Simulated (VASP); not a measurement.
Crystal: ZnS.

```xyz
2
Lattice="0.0000 2.7020 2.7020 2.7020 0.0000 2.7020 2.7020 2.7020 0.0000" Properties=species:S:1:pos:R:3 pbc="T T T"
Zn    4.0530    4.0530    4.0530
S     0.0000    0.0000    0.0000
```

Base run:

```yaml
Program: VASP 6.6.1
Functional: B3LYP
Potentials_or_basis: VASP PAW PBE potentials, release 64 (Zn, S)
Cutoff: 520 eV
k_mesh: 5 × 5 × 5
Occupations: fermi-dirac, width 0.05 eV
Spin: no spin polarisation
```

Its results: band gap on the k mesh 3.66 eV, direct; pressure 3.6 GPa.

Question: The run is repeated on the same cell with these changes: functional from B3LYP to HSE03; further incar settings from ALGO = Normal; EDIFF = 1e-06 to ALGO = Normal; EDIFF = 1e-07; NBANDS = 16. What comes out?

Answer: Band gap on the k mesh 3.12 eV, direct; pressure 1.2 GPa.

Caveats: the PAW data sets were made with another functional, which shifts forces and pressure a little; an unscreened hybrid on a path of extra k points without a Coulomb cutoff has errors near the mesh points, so the bands along the path aren't reliable (some runs); an odd mesh through Γ misses points on the zone boundary, where band edges often lie (some runs).

Not every run made on this cell is shown here.
